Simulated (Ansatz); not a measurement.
Structure types of Au compared at 0.86 GPa

Structure types of Au are relaxed in primitive cells with their symmetry kept at 0.86 GPa, first on PAW files, then by LAPW. The enthalpy is E + pV at zero temperature, without zero-point motion. Only the types listed were tried, and differences under about 5 meV/atom are mesh noise.

Computed with Ansatz 0.2.0; functional PBE, scalar-relativistic. Settings: Fermi–Dirac smearing of 0.08 eV, no spin polarisation. Methods: LAPW: all electrons, basis error target 0.5 meV/atom; PAW: frozen-core files, cutoff 420 eV.

k meshes: fcc 16×16×16, bcc 16×16×16, hcp 15×15×8, beta tin 15×15×15, simple hexagonal 16×16×14, omega 8×8×11.

Spin–orbit coupling is left out, which matters for the heavy atoms.

Question: Which type is lowest in enthalpy, and by how much?

Answer: fcc, 3 meV/atom below hcp, which is within the noise of the k meshes. The whole table:

| start type | ends as | a, b, c (Å) | V (Å³/atom) | H − H(lowest), LAPW (meV/atom) | same, PAW |
| --- | --- | --- | --- | --- | --- |
| fcc | fcc, Fm-3m | 4.149, 4.149, 4.149 | 17.86 | 0.0 | 0.0 |
| bcc | bcc, Im-3m | 3.295, 3.295, 3.295 | 17.89 | 21.0 | 21.0 |
| hcp | hcp, P6_3/mmc | 2.906, 2.906, 4.890 | 17.88 | 2.5 | 2.5 |
| beta tin | beta tin, I4_1/amd | 5.346, 5.346, 2.740 | 19.57 | 159.6 | 159.5 |
| simple hexagonal | simple hexagonal, P6/mmm | 2.817, 2.817, 2.798 | 19.23 | 79.4 | 79.4 |
| omega | omega, P6/mmm | 4.729, 4.729, 2.826 | 18.25 | 68.2 | 68.2 |
